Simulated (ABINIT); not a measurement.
The system is HfC.

```
Hf C
1.0
     0.00000    2.32500    2.32500
     2.32500    0.00000    2.32500
     2.32500    2.32500    0.00000
Hf C
1 1
Direct
  0.50000 0.50000 0.50000
  0.00000 0.00000 0.00000
```

Base run:

```yaml
Program: ABINIT 10.8.3 (patched build)
Functional: SCAN
Potentials_or_basis: JTH PAW PBE v2.0
Cutoff: 653 eV
k_mesh: 10 × 10 × 10
Occupations: fermi-dirac, width 0.05 eV
Spin: no spin polarisation
```

Its results: band gap on the k mesh none (metal or under the smearing width); pressure -3.3 GPa.

Q: The run is repeated on the same cell with these changes: functional from SCAN to PBE; potentials or basis from JTH PAW PBE v2.0 to PseudoDojo NC SR PBE v0.5 standard; cutoff from 653 eV to 1116 eV. What comes out?

A: Band gap on the k mesh none (metal or under the smearing width); pressure 0.4 GPa.

Caveats: spin-orbit coupling is left out, which moves the levels of the heavy elements; the PAW data sets were made with another functional, which shifts forces and pressure a little (some runs).
